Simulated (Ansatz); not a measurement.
# Si: the cost of one run

Program: Ansatz 0.2.0. Level of theory: DFT LDA, scalar-relativistic, plane waves, PAW. These are calculated values, not measurements.

7 further runs of the same task are left out: 7 set aside as unsound or not needed.

## 1. The structure to begin with

Symmetry: I4/mmm, No. 139, tetragonal system. The conventional cell has a = 6.651 Å, b = 6.651 Å, c = 3.845 Å, α = 90.00°, β = 90.00°, γ = 90.00°. Around Si (site symmetry m2m) lie 4 Si at 2.34 to 2.38 Å.

As a file:

```cif
data_structure
_symmetry_space_group_name_H-M 'I4/mmm'
_symmetry_Int_Tables_number 139
_cell_length_a 6.6509
_cell_length_b 6.6509
_cell_length_c 3.8448
_cell_angle_alpha 90.000
_cell_angle_beta 90.000
_cell_angle_gamma 90.000
_cell_volume 170.07
loop_
_atom_site_label
_atom_site_type_symbol
_atom_site_symmetry_multiplicity
_atom_site_Wyckoff_symbol
_atom_site_fract_x
_atom_site_fract_y
_atom_site_fract_z
_atom_site_occupancy
Si1 Si 8 h 0.67880 0.67880 0.50000 1
```

Source of the structure: the Materials Project (structure only).

## 6. The grid

The energy is mapped over two normal modes frozen in (zone-centre modes of the cell shown).

The axes are (1) amplitude of mode 7 (398 cm⁻¹), largest displacement: 7 values from −0.06 Å; (2) amplitude of mode 10 (497 cm⁻¹), largest displacement: 7 values from −0.06 Å.

Nothing else is relaxed (the cell and all other modes fixed). Energies count from the relaxed high-symmetry cell. Points are written as (first, second).

Displacement patterns for an amplitude of 1 (Å):

| atom | x1 | y1 | z1 | x2 | y2 | z2 |
| --- | --- | --- | --- | --- | --- | --- |
| Si1 | 0.000 | 1.000 | 0.000 | 0.000 | 0.000 | 1.000 |
| Si2 | 0.000 | 1.000 | 0.000 | 0.000 | 0.000 | -1.000 |
| Si3 | 0.000 | -1.000 | 0.000 | 0.000 | 0.000 | 0.000 |
| Si4 | 0.000 | -1.000 | 0.000 | 0.000 | 0.000 | 0.000 |

(The set-up runs are not shown.)

## 7. The run at (−0.06 Å, −0.06 Å)

input.yaml

```yaml
crystal:
  lattice:
    - [-3.3010168807, 3.3010168807, 1.9082539665]
    - [3.3010168807, -3.3010168807, 1.9082539665]
    - [3.3010168807, 3.3010168807, -1.9082539665]
  atoms:
    - { symbol: Si, position: [0.1540361511, 0.1631242597, 0.3486027666] }
    - { symbol: Si, position: [0.8277876316, 0.8368757403, 0.6332210162] }
    - { symbol: Si, position: [0.1879335462, 0.8211545624, 0.0090881086] }
    - { symbol: Si, position: [0.830242671, 0.1788454376, 0.0090881086] }
basis:
  ecutwfc: 420
kpoints:
  mp_grid: { grid: [10, 10, 10] }
hamiltonian:
  xc: lda
  pseudopotentials: { kind: paw, azcp: { folder: soft_1 } }
scf:
  occupations: { method: gaussian, width: 0.03 }
output:
  forces: true
  stress: true
  eigenvalues: true
```

Run with:

```sh
> ansatz run input.yaml --threads 1 --pin off --max-ram 2048MiB --backend cpu --events-out ev --progress --plain --runs-dir out
```

**Question.** How long does this run take on 1 thread of Arm Neoverse N1, shared host, and how much memory does it need?

About 1.9 min, with a peak of 0.79 GiB.
